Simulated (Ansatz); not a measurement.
CsCl:
Space group Pm-3m (No. 221); a = 4.1402 Å, b = 4.1402 Å, c = 4.1402 Å, α = 90.00°, β = 90.00°, γ = 90.00°

| atom | site | symmetry | x | y | z |
|---|---|---|---|---|---|
| Cs | 1a | m-3m | 0.0000 | 0.0000 | 0.0000 |
| Cl | 1b | m-3m | 0.5000 | 0.5000 | 0.5000 |

Relaxed with r²SCAN.

### Question
Give the optical modes at the zone centre with their infrared and Raman activity from DFPT, DFT-r²SCAN in the program Ansatz with PAW potentials.

### Answer
Transverse frequencies, without the LO–TO term; a row sums one degenerate level.

```
ω (cm⁻¹)  degeneracy  IR ((D/Å)²/amu)  Raman (Å⁴/amu)  activity  symmetry
--------  ----------  ---------------  --------------  --------  --------
95                 3             4.22               0        IR       T1u
```

### Question
How high does the top mode go among those that the LO–TO term moves?

### Answer
157 cm⁻¹ for q along x.

The r²SCAN relaxation kept the symmetry of its start. Spin–orbit coupling is left out wherever it is not named.

Potentials: the earlier of the program's two PAW sets.
